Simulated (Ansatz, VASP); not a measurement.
## Si in VASP and in Ansatz

```xyz
2
Lattice="0.0000 2.6509 2.6509 2.6509 0.0000 2.6509 2.6509 2.6509 0.0000" Properties=species:S:1:pos:R:3 pbc="T T T"
Si    2.6509    2.6509    2.6509
Si    3.9764    3.9764    3.9764
```

Alike in both runs: task single point; functional BLYP; k mesh 9 × 9 × 9; occupations fermi-dirac, width 0.05 eV; no spin polarisation.

|  | VASP | Ansatz |
| --- | --- | --- |
| version | VASP 6.6.1 | Ansatz 0.2.0 |
| potentials or method | VASP PAW PBE potentials, release 64 (Si) | plane waves (420 eV) with PAW, scalar-relativistic |
| plane-wave cutoff (eV) | 520 | 420 |
| valence electrons in the cell | 8 | 8 |

```csv
,VASP,Ansatz,Ansatz less VASP
pressure (GPa),13.5,13.3,-0.20
```

Caveats: the PAW data sets were made with another functional, which shifts forces and pressure a little (VASP). A k mesh can miss the band edges.
